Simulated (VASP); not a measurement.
# Ta (Im-3m) in VASP: notebook

The runs below take Ta through relaxation of cell and atoms, with PBE.

All numbers are computed with VASP 6.6.1; they aren't measurements. Logs are shortened: lines on timing, memory, paths and dates and some standing lists are left out, and cuts for length are marked.

## (1) Starting point

It takes space group Im-3m (No. 229, cubic). The conventional cell has a = 3.303 Å, b = 3.303 Å, c = 3.303 Å, α = 90.00°, β = 90.00°, γ = 90.00°. Ta (site symmetry m-3m) has 8 Ta at 2.86 Å as nearest neighbours.

## (2) Relaxation of cell and atoms, PBE

File INCAR:

```
ALGO = Normal
EDIFF = 1E-7
EDIFFG = -0.002
ENCUT = 520
GGA = PE
IBRION = 2
ISIF = 3
ISMEAR = 1
LASPH = True
LCHARG = False
LREAL = False
LWAVE = False
NELM = 100
NSW = 80
PREC = Accurate
SIGMA = 0.2
```

File KPOINTS:

```
k-points
0
Gamma
  18 18 18
```

File POSCAR:

```
Ta
1.0
   -1.6512800000      1.6512800000      1.6512800000
    1.6512800000     -1.6512800000      1.6512800000
    1.6512800000      1.6512800000     -1.6512800000
Ta
1
Direct
    0.0000000000      0.0000000000      0.0000000000
```

Potentials or basis: VASP PAW PBE potentials, release 64 (Ta_pv).

On the command line:

```console
$ cat potpaw_PBE.64/Ta_pv/POTCAR > POTCAR
$ mpirun -np 1 vasp_std > vasp.out
```

OUTCAR:

```text
EDIFF = 1E-7
   EDIFFG = -0.002
   ENCUT = 520
   GGA = PE
   IBRION = 2
   ISIF = 3
   ISMEAR = 1
   LASPH = True
   LREAL = False
   NELM = 100
   NSW = 80
   PREC = Accurate

 ion  position               nearest neighbor table
   1  0.000  0.000  0.000-

  LATTYP: Found a body centered cubic cell.
 ALAT       =     3.3025600000

  Lattice vectors:

 A1 = (  -1.6512800000,   1.6512800000,   1.6512800000)
 A2 = (   1.6512800000,  -1.6512800000,   1.6512800000)
 A3 = (   1.6512800000,   1.6512800000,  -1.6512800000)

Analysis of symmetry for initial positions (statically):
=====================================================================
 Subroutine PRICEL returns:
 Original cell was already a primitive cell.

 Routine SETGRP: Setting up the symmetry group for a
 body centered cubic supercell.

 Subroutine GETGRP returns: Found 48 space group operations
 (whereof 48 operations were pure point group operations)
 out of a pool of 48 trial point group operations.

The static configuration has the point symmetry O_h .

Analysis of symmetry for dynamics (positions and initial velocities):
=====================================================================
 Subroutine PRICEL returns:
 Original cell was already a primitive cell.

 Routine SETGRP: Setting up the symmetry group for a
 body centered cubic supercell.

 Subroutine GETGRP returns: Found 48 space group operations
 (whereof 48 operations were pure point group operations)
 out of a pool of 48 trial point group operations.

The dynamic configuration has the point symmetry O_h .

 Subroutine INISYM returns: Found 48 space group operations
 (whereof 48 operations are pure point group operations),
 and found     1 'primitive' translations

----------------------------------------------------------------------------------------

                                     Primitive cell

  volume of cell :      18.0104

  direct lattice vectors                    reciprocal lattice vectors
    -1.651280000  1.651280000  1.651280000     0.000000000  0.302795407  0.302795407
     1.651280000 -1.651280000  1.651280000     0.302795407  0.000000000  0.302795407
     1.651280000  1.651280000 -1.651280000     0.302795407  0.302795407  0.000000000

  length of vectors
     2.860100858  2.860100858  2.860100858     0.428217371  0.428217371  0.428217371

  position of ions in fractional coordinates (direct lattice)
     0.000000000  0.000000000  0.000000000

  ion indices of the primitive-cell ions
   primitive index   ion index
                 1           1

----------------------------------------------------------------------------------------

 KPOINTS: k-points

Automatic generation of k-mesh.
 Grid dimensions read from file:
 generate k-points for:   18   18   18

 Generating k-lattice:

  Cartesian coordinates                     Fractional coordinates (reciprocal lattice)
     0.000000000  0.016821967  0.016821967     0.055555556  0.000000000  0.000000000
     0.016821967  0.000000000  0.016821967     0.000000000  0.055555556  0.000000000
     0.016821967  0.016821967  0.000000000     0.000000000  0.000000000  0.055555556

  Length of vectors
     0.023789854  0.023789854  0.023789854

  Shift w.r.t. Gamma in fractional coordinates (k-lattice)
     0.000000000  0.000000000  0.000000000

 Subroutine IBZKPT returns following result:
 ===========================================

 Found    195 irreducible k-points:

 Following reciprocal coordinates:
            Coordinates               Weight
  0.000000  0.000000  0.000000      1.000000
  0.055556  0.000000  0.000000     12.000000
  0.111111  0.000000  0.000000     12.000000
  0.166667  0.000000  0.000000     12.000000
  0.222222  0.000000  0.000000     12.000000
  0.277778  0.000000  0.000000     12.000000
[... 16 lines left out ...]
  0.333333  0.111111  0.000000     48.000000
  0.388889  0.111111  0.000000     48.000000
 [... further k-points ...]
   k-points           NKPTS =    195   k-points in BZ     NKDIM =    195   number of bands    NBANDS=      9
   number of dos      NEDOS =    301   number of ions     NIONS =      1
   total plane-waves  NPLWV =  13824
   dimension x,y,z NGX =    24 NGY =   24 NGZ =   24
   dimension x,y,z NGXF=    48 NGYF=   48 NGZF=   48
   ions per type =               1
   NGX,Y,Z   is equivalent  to a cutoff of  13.95, 13.95, 13.95 a.u.
   NGXF,Y,Z  is equivalent  to a cutoff of  27.90, 27.90, 27.90 a.u.
 SYSTEM =  unknown system
   PREC   = accura    normal or accurate (medium, high low for compatibility)
   ISTART =      0    job   : 0-new  1-cont  2-samecut
   ICHARG =      2    charge: 1-file 2-atom 10-const
   ISPIN  =      1    spin polarized calculation?
   LNONCOLLINEAR =      F non collinear calculations
   LSORBIT =      F    spin-orbit coupling
   LASPH  =      T    aspherical Exc in radial PAW
   ENCUT  =  520.0 eV  38.22 Ry    6.18 a.u.   5.32  5.32  5.32*2*pi/ulx,y,z
   NELM   =    100;   NELMIN=  2; NELMDL= -5     # of ELM steps
   EDIFF  = 0.1E-06   stopping-criterion for ELM
   LREAL  =      F    real-space projection
   EDIFFG = -.2E-02   stopping-criterion for IOM
   NSW    =     80    number of steps for IOM
   IBRION =      2    ionic relax: 0-MD 1-quasi-New 2-CG
   NFREE  =      1    steps in history (QN), initial steepest desc. (CG)
   ISIF   =      3    stress and relaxation
   ISYM   =      2    0-nonsym 1-usesym 2-fastsym
   POTIM  = 0.5000    time-step for ionic-motion
   TEBEG  =    0.0;   TEEND  =   0.0 temperature during run
   PSTRESS=    0.0 pullay stress
   NELECT =      11.0000    total number of electrons
   NUPDOWN=      -1.0000    fix difference up-down
   EMIN   =  10.00;   EMAX   =-10.00  energy-range for DOS
   EFERMI =   0.00;   METHOD = LEGACY
   ISMEAR =     1;   SIGMA  =   0.20  broadening in eV -4-tet -1-fermi 0-gaus
   EFERMI_NEDOS =   21; number of points for ismear=-14 and -15
   IALGO  =     38    algorithm
   IMIX   =      4    mixing-type and parameters
     AMIX     =   0.40;   BMIX     =  1.00
     AMIX_MAG =   1.60;   BMIX_MAG =  1.00
  volume/ion in A,a.u.               =      18.01       121.54
  Fermi-wavevector in a.u.,A,eV,Ry     =   1.388988  2.624806 26.249534  1.929286
  Thomas-Fermi vector in A             =   2.513061
   LORBIT       =      0    0 simple, 1 ext, 2 COOP (PROOUT), +10 PAW based schemes
   GGA     = PE    functional components
   LHFCALC =     F    Hartree Fock is set to
   AEXX    =    0.0000 exact exchange contribution
   IVDW    =     0    specifies the selected vdW correction
   LEPSILON=     F    determine dielectric tensor
   LRPA    =     F    only Hartree local field effects (RPA)
 conjugate gradient relaxation of ions
 non-spin polarized calculation
 Methfessel and Paxton  Order N= 1 SIGMA  =   0.20
  energy-cutoff  :      520.00
  volume of cell :       18.01
 maximum number of plane-waves:       498
 NGX is ok and might be reduce to    24
   NGX = 11   NGY = 11   NGZ = 11

--------------------------------------- Ionic step        1  -------------------------------------------

 number of electron      11.0000002 magnetization

 Free energy of the ion-electron system (eV)
  ---------------------------------------------------
  ext. energy  EPLUGINS =         0.00000000
  ---------------------------------------------------
  free energy    TOTEN  =       -11.81011231 eV

  energy without entropy =      -11.81159857  energy(sigma->0) =      -11.81060773

------------------------ aborting loop because EDIFF is reached ----------------------------------------

  FORCE on cell =-STRESS in cart. coord.  units (eV):
  Direction    XX          YY          ZZ          XY          YZ          ZX
  --------------------------------------------------------------------------------------
  -------------------------------------------------------------------------------------
  Total        0.3354202      0.3354202      0.3354202      0.0000000      0.0000000     -0.0000000
  in kB       29.8385409     29.8385409     29.8385409      0.0000000      0.0000000     -0.0000000
  external PRESSURE =      29.8385409 kB  Pullay stress =       0.0000000 kB
[... 86 lines left out ...]
  FREE ENERGIE OF THE ION-ELECTRON SYSTEM (eV)
  ---------------------------------------------------
  free  energy   TOTEN  =       -11.8125765972 eV

  energy  without entropy=      -11.8140713169  energy(sigma->0) =      -11.81307484

[... ionic steps 4 to 12 ...]

--------------------------------------- Ionic step       13  -------------------------------------------

 number of electron      11.0000001 magnetization

------------------------ aborting loop because EDIFF is reached ----------------------------------------

  FORCE on cell =-STRESS in cart. coord.  units (eV):
  Direction    XX          YY          ZZ          XY          YZ          ZX
  --------------------------------------------------------------------------------------
  -------------------------------------------------------------------------------------
  Total        0.0034346      0.0034346      0.0034346     -0.0000000      0.0000000     -0.0000000
  in kB        0.3010724      0.3010724      0.3010724     -0.0000000      0.0000000     -0.0000000
  external PRESSURE =       0.3010724 kB  Pullay stress =       0.0000000 kB
[... 55 lines left out ...]
  energy  without entropy=      -11.8140717811  energy(sigma->0) =      -11.81307520

--------------------------------------- Ionic step       15  -------------------------------------------

 number of electron      11.0000001 magnetization

 Free energy of the ion-electron system (eV)
  ---------------------------------------------------
  ext. energy  EPLUGINS =         0.00000000
  ---------------------------------------------------
  free energy    TOTEN  =       -11.81257695 eV

  energy without entropy =      -11.81407174  energy(sigma->0) =      -11.81307521

 E-fermi :   5.3698     XC(G=0): -12.5428

 val. band max:        5.3566153442   @ k =   0.1111   0.1111   0.0000
 cond. band min:       5.3799405759   @ k =   0.3333   0.1667   0.0556
 fundamental gap:      0.0233252317
 Fermi energy:         5.3698275061

 k-point     1 :       0.0000    0.0000    0.0000
  band No.  band energies     occupation
      1     -27.7618      2.00000
      2     -27.7618      2.00000
      3     -27.7618      2.00000
      4      -2.4920      2.00000
      5       6.1024     -0.00000
      6       6.1024     -0.00000
      7       6.1024     -0.00000
      8       9.3235     -0.00000
      9       9.3235     -0.00000
[... 265 lines left out ...]
 k-point    24 :       0.3889    0.1111    0.0000
  band No.  band energies     occupation
      1     -28.8104      2.00000
      2     -28.1542      2.00000
      3     -27.8174      2.00000
      4       1.4392      2.00000
      5       3.9850      2.00000
      6       5.9840     -0.00012
      7       9.0693     -0.00000
      8      10.3365      0.00000
      9      13.1228      0.00000

 [... further k-points ...]
[... 5 lines left out ...]
  --------------------------------------------------------------------------------------
  -------------------------------------------------------------------------------------
  Total        0.0014734      0.0014734      0.0014734     -0.0000000      0.0000000     -0.0000000
  in kB        0.1291505      0.1291505      0.1291505     -0.0000000      0.0000000     -0.0000000
  external PRESSURE =       0.1291505 kB  Pullay stress =       0.0000000 kB
[... 16 lines left out ...]
  FREE ENERGIE OF THE ION-ELECTRON SYSTEM (eV)
  ---------------------------------------------------
  free  energy   TOTEN  =       -11.8125769522 eV

  energy  without entropy=      -11.8140717384  energy(sigma->0) =      -11.81307521

 reached required accuracy - stopping structural energy minimisation
```

It took 88 s on 1 thread of Intel Xeon Platinum 8488C (Sapphire Rapids), shared host; peak memory 0.18 GiB.

Results:

```yaml
Free_energy: -11.8126 eV
Relaxed_volume: 18.28 Å³/atom
Relaxed_cell: a = 2.874 Å, b = 2.874 Å, c = 2.874 Å, α = 109.47°, β = 109.47°, γ = 109.47°
Space_group_after_relaxing_to_0.05_Å: Im-3m (No. 229)
Energy_gained_by_relaxing: 2.5 meV/atom
Ionic_steps: 15
Pressure_after_relaxing: 0.0 GPa
Band_gap_on_the_k_mesh: none (metal or under the smearing width)
```

The path:
| step | energy change (eV) | largest force (eV/Å) | pressure (GPa) | volume (Å³) |
| --- | --- | --- | --- | --- |
| 1 | 0.0000 | 0.0000 | 2.98 | 18.01 |
| 2 | 0.0097 | 0.0000 | -6.10 | 18.90 |
| 3 | -0.0025 | 0.0000 | -0.03 | 18.28 |
| 4 | -0.0025 | 0.0000 | 0.03 | 18.28 |
| 5 | -0.0025 | 0.0000 | 0.03 | 18.28 |
| 6 | -0.0025 | 0.0000 | 0.04 | 18.28 |
| 7 | -0.0025 | 0.0000 | 0.03 | 18.28 |
| 8 | -0.0025 | 0.0000 | 0.03 | 18.28 |
| 9 | -0.0025 | 0.0000 | 0.03 | 18.28 |
| 10 | -0.0025 | 0.0000 | 0.03 | 18.28 |
| 11 | -0.0025 | 0.0000 | 0.03 | 18.28 |
| 12 | -0.0025 | 0.0000 | 0.03 | 18.28 |
| 13 | -0.0025 | 0.0000 | 0.03 | 18.28 |
| 14 | -0.0025 | 0.0000 | 0.03 | 18.28 |
| 15 | -0.0025 | 0.0000 | 0.01 | 18.28 |

Final structure:
```
Ta
1.0
    -1.65944    1.65944    1.65944
     1.65944   -1.65944    1.65944
     1.65944    1.65944   -1.65944
Ta
1
Direct
  0.00000 0.00000 0.00000
```

Levels at points of the mesh, in eV from the Fermi level:
```csv
k point,band 3,band 4,band 5,band 6,band 7,band 8
"(0.00, 0.00, 0.00)",-33.13,-7.86,0.73,0.73,0.73,3.95
"(0.50, 0.00, 0.00)",-33.14,-4.31,-1.50,1.52,3.83,4.84
"(0.50, 0.50, 0.50)",-33.91,-3.72,-3.72,6.71,6.71,6.71
```

Spin-orbit coupling is left out, which matters for the levels of Ta. Zero-point motion and thermal expansion aren't in these numbers.

## (3) Relaxation of cell and atoms, PBE

This run uses another cell than the first one, of 18.28 Å³/atom, 1.015 times its volume.

INCAR is that of step 2.

KPOINTS is that of step 2.

File POSCAR:

```
Ta                                      
1.0
   -1.6594397617      1.6594397617      1.6594397617
    1.6594397617     -1.6594397617      1.6594397617
    1.6594397617      1.6594397617     -1.6594397617
  Ta            
     1
Direct
     1.0000000000000000    0.0000000000000000    0.0000000000000000
```

Potentials or basis: VASP PAW PBE potentials, release 64 (Ta_pv).

On the command line:

```console
$ cat potpaw_PBE.64/Ta_pv/POTCAR > POTCAR
$ mpirun -np 1 vasp_std > vasp.out
```

Run time: 17 s. Hardware: 1 thread of Intel Xeon Platinum 8488C (Sapphire Rapids), shared host; peak memory 0.17 GiB.

The run converged. Its results:

```yaml
Free_energy: -11.8127 eV
Pressure_after_relaxing: 0.0 GPa
Band_gap_on_the_k_mesh: none (metal or under the smearing width)
```

Final structure:
```
CELL_PARAMETERS angstrom
-1.65944 1.65944 1.65944
1.65944 -1.65944 1.65944
1.65944 1.65944 -1.65944
ATOMIC_POSITIONS crystal
Ta 0.00000 0.00000 0.00000
```

Levels at points of the mesh, in eV from the Fermi level:
| k point | band 1 | band 2 | band 3 | band 4 | band 5 | band 6 | band 7 | band 8 | band 9 |
| --- | --- | --- | --- | --- | --- | --- | --- | --- | --- |
| (0.00, 0.00, 0.00) | -33.13 | -33.13 | -33.13 | -7.86 | 0.73 | 0.73 | 0.73 | 3.95 | 3.95 |
| (0.50, 0.00, 0.00) | -34.25 | -33.49 | -33.14 | -4.31 | -1.50 | 1.52 | 3.83 | 4.84 | 7.65 |
| (0.50, 0.50, 0.50) | -33.91 | -33.91 | -33.91 | -3.72 | -3.72 | 6.71 | 6.71 | 6.71 | 8.52 |

Caveat: the relaxation stopped at its first step, so nothing moved. Spin-orbit coupling is left out, which matters for the levels of Ta.
